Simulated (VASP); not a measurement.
Write the native input for VASP 6.6.1 that does the following.

```
Task                               : band structure
Functional                         : r2SCAN-EpsX
Potentials or basis                : VASP PAW PBE potentials, release 64 (C)
Cutoff                             : 520 eV
k mesh                             : 8 × 8 × 8
Occupations                        : gaussian, width 0.02 eV
Spin                               : no spin polarisation
Ladder                             : gaps
Grid for exact exchange (PRECFOCK) : Fast
Exchange at q = 0                  : truncated
Share of exact exchange            : 0.171
Further INCAR settings             : ALGO = Normal; EDIFF = 1e-07
```

The system is C.

```xyz
2
Lattice="0.0000 1.7834 1.7834 1.7834 0.0000 1.7834 1.7834 1.7834 0.0000" Properties=species:S:1:pos:R:3 pbc="T T T"
C     2.6751    2.6751    2.6751
C     1.7834    1.7834    1.7834
```

This isn't the form of C at room conditions, which is graphite.

These files were run (other wordings do the same):

POSCAR

```
C
1.0
    0.0000000000      1.7833700000      1.7833700000
    1.7833700000      0.0000000000      1.7833700000
    1.7833700000      1.7833700000      0.0000000000
C
2
Direct
    0.7500000000      0.7500000000      0.7500000000
    0.5000000000      0.5000000000      0.5000000000
```

INCAR.step1

```
SYSTEM = C
PREC = Accurate ; ENCUT = 520
EDIFF = 1E-8 ; ISMEAR = 0
SIGMA = 0.02 ; LREAL = .FALSE.
LASPH = .TRUE. ; NELM = 60
ALGO = Normal ; ISIF = 2
LWAVE = .FALSE. ; LCHARG = .FALSE.
GGA = PE ; LEPSILON = .TRUE.
KPAR = 4
```

KPOINTS.step1

```
Automatic mesh
0
G
  14 14 14
  0 0 0
```

INCAR.step2

```
SYSTEM = C
PREC = Accurate ; ENCUT = 520
EDIFF = 1E-5 ; ISMEAR = 0
SIGMA = 0.02 ; LREAL = .FALSE.
LASPH = .TRUE. ; NELM = 60
ALGO = Normal ; ISIF = 2
LWAVE = .TRUE. ; LCHARG = .FALSE.
GGA = PE ; KPAR = 4
```

KPOINTS.step2

```
Automatic mesh
0
G
  8 8 8
  0 0 0
```

INCAR.step3

```
SYSTEM = C
PREC = Accurate ; ENCUT = 520
EDIFF = 1E-7 ; ISMEAR = 0
SIGMA = 0.02 ; LREAL = .FALSE.
LASPH = .TRUE. ; NELM = 60
ALGO = Normal ; ISIF = 2
LWAVE = .FALSE. ; LCHARG = .FALSE.
METAGGA = R2SCAN ; LHFCALC = .TRUE.
AEXX = 0.171 ; LMIXTAU = .TRUE.
PRECFOCK = Fast ; HFRCUT = -1
ISTART = 1 ; KPAR = 4
```

KPOINTS.step3

```
Automatic mesh
0
G
  8 8 8
  0 0 0
```

KPOINTS_OPT

```
path GXWKGLUWLK,UX
8
line-mode
reciprocal
 0.0000000000  0.0000000000  0.0000000000  G
 0.5000000000  0.0000000000  0.5000000000  X

 0.5000000000  0.0000000000  0.5000000000  X
 0.5000000000  0.2500000000  0.7500000000  W

 0.5000000000  0.2500000000  0.7500000000  W
 0.3750000000  0.3750000000  0.7500000000  K

 0.3750000000  0.3750000000  0.7500000000  K
 0.0000000000  0.0000000000  0.0000000000  G

 0.0000000000  0.0000000000  0.0000000000  G
 0.5000000000  0.5000000000  0.5000000000  L

 0.5000000000  0.5000000000  0.5000000000  L
 0.6250000000  0.2500000000  0.6250000000  U

 0.6250000000  0.2500000000  0.6250000000  U
 0.5000000000  0.2500000000  0.7500000000  W

 0.5000000000  0.2500000000  0.7500000000  W
 0.5000000000  0.5000000000  0.5000000000  L

 0.5000000000  0.5000000000  0.5000000000  L
 0.3750000000  0.3750000000  0.7500000000  K

 0.6250000000  0.2500000000  0.6250000000  U
 0.5000000000  0.0000000000  0.5000000000  X
```

Potentials or basis: VASP PAW PBE potentials, release 64 (C).

Command:

```console
$ cat potpaw_PBE.64/C/POTCAR > POTCAR
$ cp INCAR.step1 INCAR
$ cp KPOINTS.step1 KPOINTS
$ mpirun -np 4 vasp_std > vasp.out
$ cp INCAR.step2 INCAR
$ cp KPOINTS.step2 KPOINTS
$ mpirun -np 4 vasp_std > vasp.out
$ cp INCAR.step3 INCAR
$ cp KPOINTS.step3 KPOINTS
$ mpirun -np 4 vasp_std > vasp.out
```

Results of the run:

```json
{
 "Pressure": "-6.9 GPa",
 "Band gap on the k mesh": "5.54 eV, indirect (least direct gap 7.17 eV)",
 "Band gap along the path": "5.54 eV, indirect (least direct gap 7.17 eV)"
}
```

Caveat: the PAW data sets were made with another functional, which shifts forces and pressure a little.

Wall time 3 min on 4 MPI ranks on AMD EPYC 9R45 96-Core Processor (Zen 5), with other jobs on the host, peak memory 0.15 GiB a rank.
